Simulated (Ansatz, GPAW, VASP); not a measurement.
TePb: 4 runs at one level of theory

```
Pb Te
1.0
     0.00000    3.23100    3.23100
     3.23100    0.00000    3.23100
     3.23100    3.23100    0.00000
Pb Te
1 1
Direct
  0.00000 0.00000 0.00000
  0.50000 0.50000 0.50000
```

Alike in all runs: task single point; functional PBE; k mesh 7 × 7 × 7; occupations gaussian, width 0.02 eV; no spin polarisation; no spin-orbit coupling. Pressure is positive in compression and, in plane waves, holds the error of the finite cutoff, which Ansatz's Pulay term estimates and takes out.

```csv
program and potentials,plane-wave cutoff (eV),notes,pressure (GPa)
"Ansatz, Ansatz PAW",420,15 valence electrons an atom on average; Pulay term of +0.02 GPa included,2.11
"VASP, PBE PAW files Pb_d, Te, 520 eV",520,10 valence electrons an atom on average,?
"GPAW, GPAW PAW data sets (gpaw-data 1.2.1)",600,10 valence electrons an atom on average,1.83
"Ansatz, all-electron LAPW, scalar-relativistic",-,-,2.12
```

Task: Estimate from the other rows what the run with VASP, PBE PAW files Pb_d, Te, 520 eV gave.

Result: Pressure 2.05 GPa. The other rows, which needn't bracket it: pressure 1.83 to 2.12.
